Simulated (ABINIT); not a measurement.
# Si (I4/mmm) in ABINIT: a series of runs, part 2 of 2

ABINIT 10.8.3 (patched build). The steps go on from the part before.

### Step 5. Single point, LDA

run.abi reads:

```
# Pseudopotentials
pp_dirpath "./"
pseudos "Si.upf"

# Structure
acell 2.6527297811 2.6527297811 2.6527297811 Angstrom
rprim
    -0.6132983998     0.6132983998     0.4977249697
     0.6132983998    -0.6132983998     0.4977249697
     0.6132983998     0.6132983998    -0.4977249697
ntypat 1
znucl 14
natom 1
typat 1
xred
     0.0000000000     0.0000000000     0.0000000000

# Plane-wave basis
ecut 14.0

# k points
kptopt 1
ngkpt 10 10 10
nshiftk 1
shiftk 0.0 0.0 0.0

# Exchange and correlation
ixc 7

# Bands and occupations
nband 6
occopt 3
tsmear 0.05 eV

# SCF cycle
nstep 100
tolvrs 1.0e-10

# Output
iomode 3
prtwf 0
prtden 0
prteig 0
prtebands 0
enunit 2
```

Potentials or basis: PseudoDojo NC SR LDA v0.4.1 standard.

The run is started by

```bash
> abinit run.abi > log 2>&1
```

run.abo:

```text
.Version 10.8.3 of ABINIT
 Symmetries : space group I4/m m m (#139); Bravais tI (body-center tetrag.)
================================================================================
 Values of the parameters that define the memory need of the present run
     intxc =       0    ionmov =       0      iscf =       7    lmnmax =       6
     lnmax =       6     mgfft =      18  mpssoang =       3    mqgrid =    3001
     natom =       1  nloc_mem =       1    nspden =       1   nspinor =       1
    nsppol =       1      nsym =      16    n1xccc =    2501    ntypat =       1
    occopt =       3   xclevel =       1
       mpw =         241          nfft =        5832          nkpt =         102
================================================================================
================================================================================

--------------------------------------------------------------------------------
------------- Echo of variables that govern the present computation ------------
--------------------------------------------------------------------------------
 -outvars: echo values of preprocessed input variables --------
            acell      5.0129327723E+00  5.0129327723E+00  5.0129327723E+00 Bohr
              amu      2.80855000E+01
             ecut      1.40000000E+01 Hartree
           enunit           2
                       outvar_i_n : Printing only first  50 k-points.
              ixc           7
                       outvar_i_n : Printing only first  50 k-points.
         kptrlatt       10    0    0      0   10    0      0    0   10
          kptrlen      4.99012362E+01
            natom           1
            nband           6
            ngfft          18      18      18
             nkpt         102
            nstep         100
             nsym          16
           ntypat           1
                       prtocc : prtvol=0, do not print more k-points.
           occopt           3
           prtden           0
        prtebands           0
           prteig           0
            prtwf           0
            rprim     -6.1329839980E-01  6.1329839980E-01  4.9772496970E-01
                       6.1329839980E-01 -6.1329839980E-01  4.9772496970E-01
                       6.1329839980E-01  6.1329839980E-01 -4.9772496970E-01
          spgroup         139
           tolvrs      1.00000000E-10
           tsmear      1.83746611E-03 Hartree
            typat      1
[... 96 lines left out ...]

 Mean square residual over all n,k,spin=   93.509E-08; max=  15.124E-05
 reduced coordinates (array xred) for    1 atoms
       0.000000000000      0.000000000000      0.000000000000
 rms dE/dt=  0.0000E+00; max dE/dt=  0.0000E+00; dE/dt below (all hartree)
    1       0.000000000000      0.000000000000      0.000000000000

 cartesian coordinates (angstrom) at end:
    1      0.00000000000000     0.00000000000000     0.00000000000000

 cartesian forces (hartree/bohr) at end:
    1     -0.00000000000000    -0.00000000000000    -0.00000000000000
 frms,max,avg= 0.0000000E+00 0.0000000E+00   0.000E+00  0.000E+00  0.000E+00 h/b

 cartesian forces (eV/Angstrom) at end:
    1     -0.00000000000000    -0.00000000000000    -0.00000000000000
 frms,max,avg= 0.0000000E+00 0.0000000E+00   0.000E+00  0.000E+00  0.000E+00 e/A
 length scales=  5.012932772318  5.012932772318  5.012932772318 bohr
              =  2.652729781100  2.652729781100  2.652729781100 angstroms
 Fermi (or HOMO) energy (hartree) =   0.33055   Average Vxc (hartree)=  -0.41063
 Eigenvalues (hartree) for nkpt= 102  k points:
 kpt#   1, nband=  6, wtk=  0.00100, kpt=  0.0000  0.0000  0.0000 (reduced coord)
  -0.20839    0.68406    0.69987    0.69987    0.80849    0.83357
      occupation numbers for kpt#   1
   2.00000    0.00000    0.00000    0.00000    0.00000    0.00000
 prteigrs : prtvol=0 or 1, do not print more k-points.

 Fermi (or HOMO) energy (eV) =   8.99470   Average Vxc (eV)= -11.17391
 Eigenvalues (   eV  ) for nkpt= 102  k points:
 kpt#   1, nband=  6, wtk=  0.00100, kpt=  0.0000  0.0000  0.0000 (reduced coord)
  -5.67069   18.61423   19.04444   19.04444   22.00016   22.68255
 prteigrs : prtvol=0 or 1, do not print more k-points.

--- !EnergyTerms
iteration_state     : {dtset: 1, }
comment             : Components of total free energy in Hartree
kinetic             :  1.59995917585148E+00
hartree             :  1.89614553535867E-02
xc                  : -1.58620191284417E+00
Ewald energy        : -5.06666338595403E+00
psp_core            :  2.82826225674370E-01
local_psp           : -1.37874423939784E-01
non_local_psp       :  6.40797036853107E-01
internal            : -4.24819582900545E+00
'-kT*entropy'       : -1.43159917535426E-04
total_energy        : -4.24833898892298E+00
total_energy_eV     : -1.15603193131444E+02
band_energy         :  4.73549348253489E-01
...

 Cartesian components of stress tensor (hartree/bohr^3)
  sigma(1 1)= -1.30221486E-05  sigma(3 2)=  0.00000000E+00
  sigma(2 2)= -1.30221486E-05  sigma(3 1)=  0.00000000E+00
  sigma(3 3)=  5.37602920E-05  sigma(2 1)=  0.00000000E+00

-Cartesian components of stress tensor (GPa)         [Pressure= -2.7181E-01 GPa]
- sigma(1 1)= -3.83124841E-01  sigma(3 2)=  0.00000000E+00
- sigma(2 2)= -3.83124841E-01  sigma(3 1)=  0.00000000E+00
- sigma(3 3)=  1.58168240E+00  sigma(2 1)=  0.00000000E+00

== END DATASET(S) ==============================================================
================================================================================

 -outvars: echo values of variables after computation  --------
            acell      5.0129327723E+00  5.0129327723E+00  5.0129327723E+00 Bohr
           etotal     -4.2483389889E+00
            fcart     -0.0000000000E+00 -0.0000000000E+00 -0.0000000000E+00
            rprim     -6.1329839980E-01  6.1329839980E-01  4.9772496970E-01
                       6.1329839980E-01 -6.1329839980E-01  4.9772496970E-01
                       6.1329839980E-01  6.1329839980E-01 -4.9772496970E-01
           strten     -1.3022148650E-05 -1.3022148650E-05  5.3760292014E-05
                       0.0000000000E+00  0.0000000000E+00  0.0000000000E+00
 Calculation completed.
```

Wall time 2.9 s (1 thread of Arm Neoverse V2, shared host); peak memory 0.07 GiB.

Results:

| Item | Value |
| --- | --- |
| Free energy | -115.6032 eV |
| Pressure | -0.3 GPa |
| Band gap on the k mesh | none (metal or under the smearing width) |
| Valence electrons inside the program's atomic spheres | Si 1.72 (radii [1.0584] Å) |

Stress tensor (GPa, compression positive):
```
 0.38  0.00  0.00
 0.00  0.38  0.00
 0.00  0.00 -1.58
```

### Step 6. The runs side by side

```tsv
task	cell	cutoff (eV)	cell freedom (optcell)	optimiser (ionmov)	cutoff smearing ecutsm (Ha)	force stop (Ha/bohr)	gap on the mesh (eV)	pressure (GPa)
relaxation of cell and atoms	relaxed	435	2	2	0.5	2e-05	none	0.0
single point	cell relaxed	435	-	-	-	-	none	0.0
single point	as given	381	-	-	-	-	none	-0.3
```

Alike in all rows: level LDA; potentials or basis PseudoDojo NC SR LDA v0.4.1 standard; no spin polarisation; k mesh 10 × 10 × 10; smearing fermi-dirac 0.05 eV.

Total energies depend on the potentials used, so only differences within one code and one set of settings carry meaning.
